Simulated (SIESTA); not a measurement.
Runs of SIESTA 5.4.2 on Hf. Symmetry: Pm-3m, No. 221, cubic system. Conventional cell: a = 2.914 Å, b = 2.914 Å, c = 2.914 Å, α = 90.00°, β = 90.00°, γ = 90.00°. Hf (site symmetry m-3m) is surrounded by 6 Hf at 2.91 Å. The cell was built by a generator and needn't be a form met in nature.

```tsv
level	potentials or basis	gap on the mesh (eV)	pressure (GPa)	relaxed volume (Å³/atom)
BLYP	PseudoDojo 0.4 standard (PBE files), DZP (energy shift 0.003 Ry; two zetas on semicore shells)	none	-0.1	(a)
WC	PseudoDojo 0.4 standard (PBEsol files), DZP (energy shift 0.003 Ry; two zetas on semicore shells)	none	0.1	23.68
RPBE	PseudoDojo 0.4 standard (PBE files), DZP (energy shift 0.003 Ry; two zetas on semicore shells)	none	0.0	25.62
PBE	PseudoDojo 0.4 standard (PBE files), DZP (energy shift 0.003 Ry; two zetas on semicore shells)	none	0.0	24.85
PBEsol	PseudoDojo 0.4 standard (PBEsol files), DZP (energy shift 0.003 Ry; two zetas on semicore shells)	none	0.0	23.68
```

Alike in all rows: task relaxation of cell and atoms; no spin polarisation; cell relaxed; k mesh 9 × 9 × 9; smearing fermi-dirac 0.05 eV; grid cutoff 800 Ry; energy shift 0.003 Ry.

**Question.** Fill in the values left out.

**Answer.** (a) 25.58.

Caveats: short orbitals over semicore shells can move pressures by several GPa; the basis of atomic orbitals isn't converged, which shifts pressures, moduli and gaps; the potentials were made for another functional, which shifts forces and pressure (some runs).

A k mesh can miss the band edges, and the runs leave out spin-orbit coupling on Hf.

A gap of «none» marks a metal or a gap under the smearing width.
